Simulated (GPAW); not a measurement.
# WC (Cm) in GPAW: reference runs

Aim: a first look at WC with PBE, on the cell as given.

Program: GPAW 26.7.0. These are calculated values, not measurements. Logs are shortened: lines on timing, memory, paths and dates and some standing lists are left out, and cuts for length are marked. The log counts tension as positive stress, the text compression.

## Step 1: The cell of the first run

Symmetry: Cm, No. 8, monoclinic system. Conventional cell: a = 5.371 Å, b = 3.101 Å, c = 3.101 Å, α = 90.00°, β = 125.26°, γ = 90.00°. W (site symmetry m) has 6 C at 2.09 to 2.30 Å as nearest neighbours. Around C (site symmetry m) lie 6 W at 2.09 to 2.30 Å.

The cell comes from a database or a generator and needn't be the stable form of this composition.

## Step 2: Single point, PBE (all atoms moved at random, sigma 0.1 Å a component)

Input file run.py:

```python
from ase import Atoms
from ase.dft.bandgap import bandgap
from ase.io import write
from ase.units import Bohr, GPa
from gpaw import GPAW, PW
from gpaw.elf import elf_from_dft_calculation

atoms = Atoms(['W', 'C'],
              cell=[[0.0, 2.192684, 2.192684],
                    [2.192684, 0.0, 2.192684],
                    [2.192684, 2.192684, 0.0]],
              scaled_positions=[[0.99883119, 0.99892753, 0.02423314],
                                [0.50116881, 0.50107247, 0.47576686]],
              pbc=True)

calc = GPAW(mode=PW(800),
            xc='PBE',
            kpts={'size': (10, 10, 10), 'gamma': True},
            occupations={'name': 'fermi-dirac', 'width': 0.05},
            nbands=19,
            convergence={'density': 1e-05, 'energy': 1e-05},
            maxiter=150,
            txt='gpaw.txt')
atoms.calc = calc
energy = atoms.get_potential_energy()
forces = atoms.get_forces()
stress = atoms.get_stress()
calc.write('gs.gpw')
write('result.traj', atoms)
print(f'Energy: {energy:.6f} eV')
print('Forces (eV/A):')
print(forces.round(4))
print('Stress (GPa):', (stress / GPa).round(3))
print('Fermi level:', round(calc.get_fermi_level(), 4), 'eV')
print(f'Gap: {bandgap(calc)[0]:.4f} eV, direct: {bandgap(calc, direct=True)[0]:.4f} eV')

# fields on the real-space grid
write('density.cube', atoms, data=calc.get_pseudo_density() * Bohr**3)
write('potential.cube', atoms, data=calc.get_electrostatic_potential())
write('elf.cube', atoms, data=elf_from_dft_calculation(calc).data)
```

Potentials or basis: GPAW PAW data sets (gpaw-data 1.2.1), pw.

Started as:

```
OMP_NUM_THREADS=1 python run.py
```

gpaw.txt:

```text
__  _  _
 | _ |_)|_||  |
 |__||  | ||/\| - 26.7.0

Input parameters:
  mode=PW(ecut=800.0),
  convergence={'density': 1e-05, 'energy': 1e-05},
  kpts=MonkhorstPack(size=(10, 10, 10), gamma=True),
  maxiter=150,
  nbands=19,
  occupations=Occupations(name='fermi-dirac', width=0.05),
  xc=XC(name='PBE')

Diagonalizing LCAO Hamiltonian
Converting LCAO to pw mode

        W

       C

Atoms  # Å, Bohr magnetons
|   | symbol |        x |        y |        z |    initial magnetic moments |
|---|--------|----------|----------|----------|-----------------------------|
| 0 |      W | 2.243468 | 2.243257 | 4.380454 | ( 0.0000,  0.0000,  0.0000) |
| 1 |      C | 2.141900 | 2.142111 | 2.197598 | ( 0.0000,  0.0000,  0.0000) |

Unit cell  # Å
| periodic |        x |        y |        z |  lengths |    angles |
|----------|----------|----------|----------|----------|-----------|
|      yes | 0.000000 | 2.192684 | 2.192684 | 3.100923 | 60.000000 |
|      yes | 2.192684 | 0.000000 | 2.192684 | 3.100923 | 60.000000 |
|      yes | 2.192684 | 2.192684 | 0.000000 | 3.100923 | 60.000000 |

Number of symmetries: 1
Symmetry operations  # r_c * U_cc + t_c -> r_c
|   | kind |            matrix            |
|---|------|------------------------------|
| 0 |  E   |  1, 0, 0,  0, 1, 0,  0, 0, 1 |

BZ-sampling:
  Number of BZ points: 1000
  Number of IBZ points: 504

  Monkhorst-Pack size: [10, 10, 10]
  Monkhorst-Pack shift: [0.05, 0.05, 0.05]

K-points  # in reciprocal-cell coordinates
|     |                                coordinates |     weight |
|-----|--------------------------------------------|------------|
|   0 | (  0.00000000,   0.00000000,   0.00000000) | 0.00100000 |
|   1 | (  0.00000000,   0.00000000,   0.10000000) | 0.00200000 |
|   2 | (  0.00000000,   0.00000000,   0.20000000) | 0.00200000 |
|   3 | (  0.00000000,   0.00000000,   0.30000000) | 0.00200000 |
|   4 | (  0.00000000,   0.00000000,   0.40000000) | 0.00200000 |
|   5 | (  0.00000000,   0.00000000,   0.50000000) | 0.00100000 |
|   6 | (  0.00000000,   0.10000000,  -0.40000000) | 0.00200000 |
|   7 | (  0.00000000,   0.10000000,  -0.30000000) | 0.00200000 |
|   8 | (  0.00000000,   0.10000000,  -0.20000000) | 0.00200000 |
|   9 | (  0.00000000,   0.10000000,  -0.10000000) | 0.00200000 |
| ... |                                            |            |
| 503 | (  0.50000000,   0.50000000,   0.50000000) | 0.00100000 |

Plane wave coefficients: 1106
Cutoff: 800.0 eV

Spin-components: 1 (collinear spins)
Bands:           19
Projectors:      11
Spin-degeneracy: 2
Datatype:        complex128

Parallelization:
  kpt:    1
  domain: 1
  band:   1

Density:
  Valence electrons: 18.0
  Components: 1
  Grid points: [21 21 21]
  Charge: 0.0  # |e|

Potential:
  Grid points: [21 21 21]

species:
  W:
    name:    Tungsten
    Z:       74.0
    valence: 14
    core:    60
    charge:  0.0  # [|e|]
    compensation charges:
      type: gauss
      rc: 0.40  # [Å]
      lmax: 2
    cutoffs:
      filter: 2.36  # [Å]
      core: 3.02  # [Å]
    projectors
    | kind |    occ | energy [eV] | rcut [Å] |
    |------|--------|-------------|----------|
    |   5s |  2.000 |     -78.830 |    1.344 |
    |   6s |  2.000 |      -5.697 |    1.344 |
    |   5p |  6.000 |     -43.233 |    1.355 |
    |   6p |  0.000 |      -1.367 |    1.355 |
    |   5d |  4.000 |      -4.494 |    1.228 |
    |    d |        |      22.717 |    1.228 |

    Using partial waves for W as LCAO basis

  C:
    name:    Carbon
    Z:       6.0
    valence: 4
    core:    2
    charge:  0.0  # [|e|]
    compensation charges:
      type: gauss
      rc: 0.20  # [Å]
      lmax: 2
    cutoffs:
      filter: 1.14  # [Å]
      core: 1.14  # [Å]
    projectors
    | kind |    occ | energy [eV] | rcut [Å] |
    |------|--------|-------------|----------|
    |   2s |  2.000 |     -13.751 |    0.635 |
    |   2p |  2.000 |      -5.284 |    0.635 |
    |    s |        |      13.461 |    0.635 |
    |    p |        |      21.927 |    0.635 |
    |    d |        |       0.000 |    0.635 |

    Using partial waves for C as LCAO basis

Reference energy: -439799.299771  # eV

eigensolver:
  PPCG
  Converge bands: occupied
  niter=2

density mixing:
  MSR1-Mixer
  Pratt-step length: 0.05
  Maximum mixing coefficient: 0.75
  Old densities: 10
  SVD Regularization: 0.005
  Good broyden scale: 1.0
  Trust region scale: 1.0
  Backstep threshold: 4.0
  History deletion threshold: 6.0
  Fourier metric: weight=20.0, sigma=0.015

occupation numbers:
  Fermi-Dirac:
    width: 0.0500  # eV

poisson solver:
  ecut: 6400.0  # eV

xc functional:
  name: PBE with 2 nearest neighbor stencil

convergence criteria:
- Maximum integral of absolute [dens]ity change: 1e-05 electrons / valence electron
- Maximum [total energy] change in last 3 cyles: 1e-05 eV / valence electron
- Maximum integral of absolute [eigenst]ate change: 4e-08 eV^2 / valence electron
maximum number of iterations: 150

SCF iterations
|iter     | |      energy | eigst |  dens |
|---------|-|-------------|-------|-------|
|iter:   1| |  -22.053136 | +0.08 |       |
|iter:   2| |  -21.462295 | -2.55 | -0.89 |
|iter:   3| |  -20.159098 | -1.51 | -0.95 |
|iter:   4| |  -20.164869 | -3.39 | -1.72 |
|iter:   5| |  -20.173028 | -3.66 | -1.94 |
|iter:   6| |  -20.173052 | -5.42 | -3.01 |
|iter:   7| |  -20.173057c| -6.90 | -3.71 |
|iter:   8| |  -20.173057c| -7.75c| -4.21 |
|iter:   9| |  -20.173057c| -8.48c| -5.14c|

Converged in 9 steps
Energy contributions relative to reference atoms: (reference = -439799.299771)

Energy contributions:
  Kinetic:          13.285720
  Coulomb:         -14.262761
  Zero:              0.043704
  External:          0.000000
  Xc:              -19.236535
  Entropy:          -0.006368
  Spinorbit:         0.000000
  ----------------------------
  Free energy:     -20.176241
  Extrapolated:    -20.173057

dipole moment: (0.528072, 0.525867, 16.262667)  # |e|*Ang

Fermi level: 15.401
Eigenvalues  # (at kpt = [0.000, 0.000, 0.000])
| band index |      eig [eV] | occ [0-2] |
|------------|---------------|-----------|
|          0 |       -59.787 |     2.000 |
|        ... |               |           |
|          3 |       -24.050 |     2.000 |
|          4 |        -0.351 |     2.000 |
|          5 |        12.162 |     2.000 |
|          6 |        12.233 |     2.000 |
|          7 |        12.657 |     2.000 |
|          8 |        13.180 |     2.000 |
|          9 |        14.033 |     2.000 |
|         10 |        14.899 |     2.000 |
|         11 |        15.454 |     0.517 |
|         12 |        15.767 |     0.001 |
|         13 |        21.791 |     0.000 |
|         14 |        25.131 |     0.000 |
|         15 |        38.258 |     0.000 |
|         16 |        38.290 |     0.000 |
|         17 |        38.541 |     0.000 |
|         18 |        41.144 |     0.000 |

No gap
No difference between direct/indirect transitions

Forces  # eV/Ang
|        x |        y |        z |
|----------|----------|----------|
| -0.73082 | -0.72752 |  0.07588 |  # W    0
|  0.73075 |  0.72745 | -0.07588 |  # C    1

Stress tensor  # eV/Ang^3
|         x |         y |         z |
|-----------|-----------|-----------|
| -0.020491 |  0.001620 | -0.000202 |
|  0.001620 | -0.020205 | -0.000202 |
| -0.000202 | -0.000202 |  0.013562 |

# Writing to gs.gpw (mode='')
```

Run time: 3.9 min. Hardware: 1 thread of Arm Neoverse V1, shared host; peak memory 0.43 GiB.

What came out:

* Free energy: -20.1762 eV
* Pressure: 1.4 GPa
* Largest force: 1.034 eV/Å
* Band gap on the k mesh: none (metal or under the smearing width)

Forces in eV/Å, atoms in the order of the input:
```
W   -0.731 -0.728  0.076
C    0.731  0.727 -0.076
```

Stress tensor (GPa, compression positive):
```
 3.28 -0.26  0.03
-0.26  3.24  0.03
 0.03  0.03 -2.17
```

Caveat: forces of over 1 eV/Å show positions far from the minimum, so gaps and moduli don't describe the material at rest. Spin-orbit coupling is left out, which matters for the levels of W.
